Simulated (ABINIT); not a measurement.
# BaTiO3 (R3m) in ABINIT: convergence with k mesh

Aim: find how far k mesh must go before the results for BaTiO3 settle, at LDA. This setting moves, with any that are tied to it; all else stays.

All numbers are computed with ABINIT 10.8.3 (patched build); they aren't measurements. Logs are shortened: lines on timing, memory, paths and dates and some standing lists are left out, and cuts for length are marked. The log counts tension as positive stress, the text compression.

**1. The crystal as given**

Symmetry: R3m, No. 160, trigonal system. Conventional cell: a = 5.655 Å, b = 5.655 Å, c = 6.955 Å, α = 90.00°, β = 90.00°, γ = 120.00°. Around Ba (site symmetry 3m) lie 12 O at 2.79 to 2.89 Å. Ti (site symmetry 3m) has 6 O at 1.87 to 2.14 Å as nearest neighbours. O (site symmetry m) is surrounded by 2 Ti at 1.87 to 2.14 Å.

**2. With k mesh 1 × 1 × 1**

The input, run.abi:

```
pp_dirpath "./"
pseudos "Ba.LDA_PW-JTH.xml, Ti.LDA_PW-JTH.xml, O.LDA_PW-JTH.xml"

acell 7.5668413483 7.5668413483 7.5668413483
rprim
     0.7061002468     0.4076671676     0.5789904333
    -0.7061002468     0.4076671676     0.5789904333
     0.0000000000    -0.8153343352     0.5789904333
ntypat 3
znucl 56 22 8
natom 5
typat 1 2 3 3 3
xred
     0.0000000000     0.0000000000     0.0000000000
     0.4845000000     0.4845000000     0.4845000000
     0.5086000000     0.0175000000     0.5086000000
     0.0175000000     0.5086000000     0.5086000000
     0.5086000000     0.5086000000     0.0175000000

ecut 23.0
pawecutdg 45.0

kptopt 1
ngkpt 1 1 1
nshiftk 1
shiftk 0.0 0.0 0.0

ixc 7

nband 24
occopt 3
tsmear 0.1 eV

nstep 100
tolvrs 1.0e-9

iomode 3
prtwf 0
prtden 0
prteig 0
prtebands 0
```

Potentials or basis: JTH PAW LDA v2.0.

Run with:

```console
abinit run.abi > log 2>&1
```

run.abo:

```text
.Version 10.8.3 of ABINIT
 Symmetries : space group R3 m (#160); Bravais hR (rhombohedral)
================================================================================
 Values of the parameters that define the memory need of the present run
     intxc =       0    ionmov =       0      iscf =      17    lmnmax =      18
     lnmax =       6     mgfft =      36  mpssoang =       3    mqgrid =    3001
     natom =       5  nloc_mem =       2    nspden =       1   nspinor =       1
    nsppol =       1      nsym =       6    n1xccc =       1    ntypat =       3
    occopt =       3   xclevel =       1
       mpw =        1154          nfft =       46656          nkpt =           1
 PAW method is used; the additional fine FFT grid is defined by:
   mgfftf=        48    nfftf =    110592
================================================================================
================================================================================

--------------------------------------------------------------------------------
------------- Echo of variables that govern the present computation ------------
--------------------------------------------------------------------------------
 -outvars: echo values of preprocessed input variables --------
            acell      7.5668413483E+00  7.5668413483E+00  7.5668413483E+00 Bohr
              amu      1.37327000E+02  4.78800000E+01  1.59994000E+01
             ecut      2.30000000E+01 Hartree
              ixc           7
         kptrlatt        1    0    0      0    1    0      0    0    1
          kptrlen      7.56684135E+00
            natom           5
            nband          24
            ngfft          36      36      36
          ngfftdg          48      48      48
             nkpt           1
            nstep         100
             nsym           6
           ntypat           3
           occopt           3
        pawecutdg      4.50000000E+01 Hartree
           prtden           0
        prtebands           0
           prteig           0
            prtwf           0
[... 247 lines left out ...]
PAW spherical_terms :  2.74520718838311E+00
internal            : -1.32985877518931E+02
'-kT*entropy'       : -3.79794293478717E-05
total_energy_dc     : -1.32985915498361E+02
total_energy_dc_eV  : -3.61873111190128E+03
...

--- !EnergyTermsWithPAWCore
iteration_state     : {dtset: 1, }
comment             : 'Components of total free energy, including PAW core contributions'
Total energy        : -9.20567527832136E+03
Total energy DC     : -9.20567527309257E+03
Total energy (eV)   : -2.50499185653481E+05
Total energy DC (eV): -2.50499185511198E+05
...

 Cartesian components of stress tensor (hartree/bohr^3)
  sigma(1 1)= -1.26989973E-03  sigma(3 2)=  0.00000000E+00
  sigma(2 2)= -1.26989973E-03  sigma(3 1)=  0.00000000E+00
  sigma(3 3)= -1.29792108E-03  sigma(2 1)=  0.00000000E+00

-Cartesian components of stress tensor (GPa)         [Pressure=  3.7637E+01 GPa]
- sigma(1 1)= -3.73617400E+01  sigma(3 2)=  0.00000000E+00
- sigma(2 2)= -3.73617401E+01  sigma(3 1)=  0.00000000E+00
- sigma(3 3)= -3.81861565E+01  sigma(2 1)=  0.00000000E+00

== END DATASET(S) ==============================================================
================================================================================

 -outvars: echo values of variables after computation  --------
            acell      7.5668413483E+00  7.5668413483E+00  7.5668413483E+00 Bohr
           etotal     -1.3298591550E+02
            fcart     -3.7631763966E-18  1.7903801291E-18 -4.2182262230E-02
                       2.0974274201E-17  2.0308286029E-17 -4.4924488922E-01
                      -4.9460423817E-02  2.8555989002E-02  1.6380905048E-01
                       4.9460423817E-02  2.8555989002E-02  1.6380905048E-01
                      -1.5548501352E-18 -5.7111978005E-02  1.6380905048E-01
            rprim      7.0610024680E-01  4.0766716760E-01  5.7899043330E-01
                      -7.0610024680E-01  4.0766716760E-01  5.7899043330E-01
                       0.0000000000E+00 -8.1533433520E-01  5.7899043330E-01
           strten     -1.2698997314E-03 -1.2698997349E-03 -1.2979210784E-03
                       0.0000000000E+00  0.0000000000E+00  0.0000000000E+00
           xangst      0.0000000000E+00  0.0000000000E+00  0.0000000000E+00
                       1.0939338586E-16  2.1729004658E-16  3.3697849399E+00
                       1.3885197404E+00 -8.0166224595E-01  2.3988417456E+00
                      -1.3885197404E+00 -8.0166224595E-01  2.3988417456E+00
                      -3.9676392794E-16  1.6033244919E+00  2.3988417456E+00
             xred      0.0000000000E+00  0.0000000000E+00  0.0000000000E+00
                       4.8450000000E-01  4.8450000000E-01  4.8450000000E-01
                       5.0860000000E-01  1.7500000000E-02  5.0860000000E-01
                       1.7500000000E-02  5.0860000000E-01  5.0860000000E-01
                       5.0860000000E-01  5.0860000000E-01  1.7500000000E-02
 Calculation completed.
```

Run time: 3.4 s. Hardware: 1 thread of Arm Neoverse V2, shared host; peak memory 0.09 GiB.

What came out:

- Free energy: -3618.7311 eV
- Pressure: 37.6 GPa
- Largest force: 23.101 eV/Å
- Band gap on the k mesh: 1.80 eV, direct

**3. With k mesh 2 × 2 × 2**

Edit run.abi of step 2 so:

```diff
@@ -23,3 +23,3 @@
 kptopt 1
-ngkpt 1 1 1
+ngkpt 2 2 2
 nshiftk 1
```

Potentials or basis: JTH PAW LDA v2.0.

Run with:

```console
mpirun --bind-to none -np 4 abinit run.abi > log 2>&1
```

It took 3.6 s on 4 MPI ranks of Arm Neoverse V2, shared host; peak memory 0.36 GiB.

It converged, with:

```
Free energy            : -3632.5127 eV
Pressure               : -3.2 GPa
Largest force          : 2.227 eV/Å
Band gap on the k mesh : 2.21 eV, indirect (least direct gap 2.60 eV)
```

**4. With k mesh 3 × 3 × 3**

Edit run.abi of step 3 so:

```diff
@@ -23,3 +23,3 @@
 kptopt 1
-ngkpt 2 2 2
+ngkpt 3 3 3
 nshiftk 1
```

Run with:

```console
mpirun --bind-to none -np 4 abinit run.abi > log 2>&1
```

Run time: 6.4 s. Hardware: 4 MPI ranks of Arm Neoverse V2, shared host; peak memory 0.36 GiB.

The run converged. Its results:

| Property | Result |
| --- | --- |
| Free energy | -3632.9344 eV |
| Pressure | -4.7 GPa |
| Largest force | 0.387 eV/Å |
| Band gap on the k mesh | 2.60 eV, indirect (least direct gap 2.69 eV) |

**5. With k mesh 4 × 4 × 4**

Edit run.abi of step 4 so:

```diff
@@ -23,3 +23,3 @@
 kptopt 1
-ngkpt 3 3 3
+ngkpt 4 4 4
 nshiftk 1
```

Run with:

```console
mpirun --bind-to none -np 4 abinit run.abi > log 2>&1
```

Wall time 11 s (4 MPI ranks of Arm Neoverse V2, shared host); peak memory 0.4 GiB.

It converged, with:

```
Free energy            : -3632.9700 eV
Pressure               : -4.8 GPa
Largest force          : 0.155 eV/Å
Band gap on the k mesh : 2.31 eV, indirect (least direct gap 2.70 eV)
```

**6. With k mesh 5 × 5 × 5**

Edit run.abi of step 5 so:

```diff
@@ -23,3 +23,3 @@
 kptopt 1
-ngkpt 4 4 4
+ngkpt 5 5 5
 nshiftk 1
```

Potentials or basis: JTH PAW LDA v2.0.

Run with:

```console
mpirun --bind-to none -np 4 abinit run.abi > log 2>&1
```

Run time: 13 s. Hardware: 4 MPI ranks of Arm Neoverse V2, shared host; peak memory 0.4 GiB.

It converged, with:

```yaml
Free_energy: -3632.9730 eV
Pressure: -4.8 GPa
Largest_force: 0.152 eV/Å
Band_gap_on_the_k_mesh: 2.43 eV, indirect (least direct gap 2.70 eV)
```

**7. With k mesh 6 × 6 × 6**

Edit run.abi of step 6 so:

```diff
@@ -23,3 +23,3 @@
 kptopt 1
-ngkpt 5 5 5
+ngkpt 6 6 6
 nshiftk 1
```

Run with:

```console
mpirun --bind-to none -np 4 abinit run.abi > log 2>&1
```

Wall time 20 s (4 MPI ranks of Arm Neoverse V2, shared host); peak memory 0.4 GiB.

It converged, with:

```yaml
Free_energy: -3632.9730 eV
Pressure: -4.8 GPa
Largest_force: 0.151 eV/Å
Band_gap_on_the_k_mesh: 2.32 eV, indirect (least direct gap 2.70 eV)
```

**8. With k mesh 7 × 7 × 7**

Edit run.abi of step 7 so:

```diff
@@ -23,3 +23,3 @@
 kptopt 1
-ngkpt 6 6 6
+ngkpt 7 7 7
 nshiftk 1
```

Run with:

```console
mpirun --bind-to none -np 4 abinit run.abi > log 2>&1
```

It took 27 s on 4 MPI ranks of Arm Neoverse V2, shared host; peak memory 0.44 GiB.

The run converged. Its results:

```
Free energy            : -3632.9729 eV
Pressure               : -4.8 GPa
Largest force          : 0.151 eV/Å
Band gap on the k mesh : 2.38 eV, indirect (least direct gap 2.70 eV)
```

**9. With k mesh 9 × 9 × 9**

Edit run.abi of step 8 so:

```diff
@@ -23,3 +23,3 @@
 kptopt 1
-ngkpt 7 7 7
+ngkpt 9 9 9
 nshiftk 1
```

Potentials or basis: JTH PAW LDA v2.0.

Run with:

```console
mpirun --bind-to none -np 4 abinit run.abi > log 2>&1
```

Run time: 53 s. Hardware: 4 MPI ranks of Arm Neoverse V2, shared host; peak memory 0.48 GiB.

The run converged. Its results:

| Quantity | Value |
| --- | --- |
| Free energy | -3632.9728 eV |
| Pressure | -4.8 GPa |
| Largest force | 0.151 eV/Å |
| Band gap on the k mesh | 2.35 eV, indirect (least direct gap 2.70 eV) |

**10. With k mesh 10 × 10 × 10**

Edit run.abi of step 9 so:

```diff
@@ -23,3 +23,3 @@
 kptopt 1
-ngkpt 9 9 9
+ngkpt 10 10 10
 nshiftk 1
```

Run with:

```console
mpirun --bind-to none -np 4 abinit run.abi > log 2>&1
```

Wall time 62 s (4 MPI ranks of Arm Neoverse V2, shared host); peak memory 0.52 GiB.

Results (log left out):

- Free energy: -3632.9728 eV
- Pressure: -4.8 GPa
- Largest force: 0.151 eV/Å
- Band gap on the k mesh: 2.31 eV, indirect (least direct gap 2.70 eV)

**11. Summary**

```
      k mesh  energy less the tightest run, at zero smearing (meV/atom)  pressure (GPa)  largest force (eV/Å)  gap on the mesh (eV)  SCF cycles  CPU time (s)
   1 × 1 × 1                                                    2848.45           37.64                23.101                 1.799          16           3.3
   2 × 2 × 2                                                      92.03           -3.18                 2.227                 2.206          15            14
   3 × 3 × 3                                                       7.69           -4.70                 0.387                 2.596          13            25
   4 × 4 × 4                                                       0.57           -4.80                 0.155                 2.314          14            44
   5 × 5 × 5                                                      -0.03           -4.81                 0.152                 2.431          14            53
   6 × 6 × 6                                                      -0.02           -4.80                 0.151                 2.315          14            79
   7 × 7 × 7                                                       0.00           -4.80                 0.151                 2.375          14           110
   9 × 9 × 9                                                       0.00           -4.80                 0.151                 2.352          15           210
10 × 10 × 10                                                       0.00           -4.80                 0.151                 2.315          14           250
```

Against the tightest run, the energy stays within 1 meV/atom from 4 × 4 × 4 on; the pressure stays within 0.1 GPa from 4 × 4 × 4 on; the largest force stays within 0.005 eV/Å from 4 × 4 × 4 on. Not settled before the last step: the gap on the mesh (to 0.01 eV). Meshes of other sizes hit other points, so gaps and Fermi surfaces needn't settle smoothly. The tightest run that finished is the yardstick and may itself not be fully converged.

Caveats: this set's barium file shifts pressures by 1.5 GPa and gaps by 0.1 eV against other sets; spin-orbit coupling is left out, which moves the levels of the heavy elements; the atomic spheres overlap.
